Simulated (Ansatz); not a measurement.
# Al2Ru: the cost of one run

Program: Ansatz 0.2.0. Level of theory: DFT PBEsol, scalar-relativistic, plane waves, PAW. These are calculated values, not measurements.

2 further runs of the same task are left out: 2 set aside as unsound or not needed.

## (1) The structure to begin with

Symmetry: I4/mmm, No. 139, tetragonal system. Conventional cell: a = 3.121 Å, b = 3.121 Å, c = 8.423 Å, α = 90.00°, β = 90.00°, γ = 90.00°. Around Al (site symmetry 4mm) lie 5 Ru at 2.58 to 2.87 Å and 5 Al at 2.68 to 2.69 Å. Ru (site symmetry 4/mmm) is surrounded by 10 Al at 2.58 to 2.87 Å.

As a file:

```cif
data_structure
_symmetry_space_group_name_H-M 'I4/mmm'
_symmetry_Int_Tables_number 139
_cell_length_a 3.1214
_cell_length_b 3.1214
_cell_length_c 8.4231
_cell_angle_alpha 90.000
_cell_angle_beta 90.000
_cell_angle_gamma 90.000
_cell_volume 82.07
loop_
_atom_site_label
_atom_site_type_symbol
_atom_site_symmetry_multiplicity
_atom_site_Wyckoff_symbol
_atom_site_fract_x
_atom_site_fract_y
_atom_site_fract_z
_atom_site_occupancy
Al1 Al 4 e 0.50000 0.50000 0.15908 1
Ru1 Ru 2 a 0.00000 0.00000 0.00000 1
```

It goes back to an entry of the Materials Project, which need not be the stable form.

## (2) Reference cell for the strains

Input file input.yaml:

```yaml
crystal:
  lattice:
    - [3.121357763, 0.0, 0.0]
    - [0.0, 3.121357763, 0.0]
    - [0.0, 0.0, 8.4231041537]
  atoms:
    - { symbol: Al, position: [0.5, 0.5, 0.1590760825] }
    - { symbol: Al, position: [0.0, 0.0, 0.3409239175] }
    - { symbol: Al, position: [0.0, 0.0, 0.6590760825] }
    - { symbol: Al, position: [0.5, 0.5, 0.8409239175] }
    - { symbol: Ru, position: [0.0, 0.0, 0.0] }
    - { symbol: Ru, position: [0.5, 0.5, 0.5] }
basis:
  ecutwfc: 420
kpoints:
  mp_grid: { grid: [12, 12, 4] }
hamiltonian:
  xc: pbesol
scf:
  occupations: { method: gaussian, width: 0.1 }
output:
  forces: true
  stress: true
  eigenvalues: true
```

Launch:

```
$ ansatz run input.yaml --threads 1 --pin off --max-ram 2560MiB --backend cpu --events-out ev --progress --plain --runs-dir out
```

What time and memory should one allow on 1 thread of Intel Xeon Platinum 8259CL at 2.50GHz (Skylake/Cascade Lake), shared host?

About 11 s, with a peak of 0.45 GiB.
